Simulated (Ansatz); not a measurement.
BAs: pressure against volume, fitted

```
CELL_PARAMETERS angstrom
0.00000 2.38850 2.38850
2.38850 0.00000 2.38850
2.38850 2.38850 0.00000
ATOMIC_POSITIONS crystal
B 0.00000 0.00000 0.00000
As 0.75000 0.75000 0.75000
```

Atom numbers follow the list: B1, As2.

The cell comes from COD entry 9008833, which wasn't checked; take it as a given geometry.

Method: Ansatz 0.2.0, DFT, LDA, all-electron LAPW, scalar-relativistic.

Numerical set-up: a Γ-centred 15×15×15 k mesh, Fermi–Dirac smearing of 0.03 eV, basis error target 0.25 meV/atom, no spin polarisation.

The cell is scaled evenly. Fractional coordinates are held (clamped ions).

```csv
V (Å³/atom),P (GPa)
13.081,1.89
13.354,-1.17
13.490,-2.58
13.626,-3.92
13.762,-5.20
13.899,-6.41
14.171,-8.64
14.444,-10.65
```

Fit a third-order Birch–Murnaghan curve to the pressures.

P = (3B0/2)(y^(7/2) − y^(5/2))[1 + (3/4)(B0′ − 4)(y − 1)] with y = (V0/V)^(2/3) fits within 0.01 GPa for V0 = 13.246 Å³/atom, B0 = 147.1 GPa and B0′ = 4.12.

Predict the pressure at the withheld volume, 12.809 Å³/atom.

There y = 1.0226, so the fit gives 5.29 GPa; the run gave 5.29 GPa.
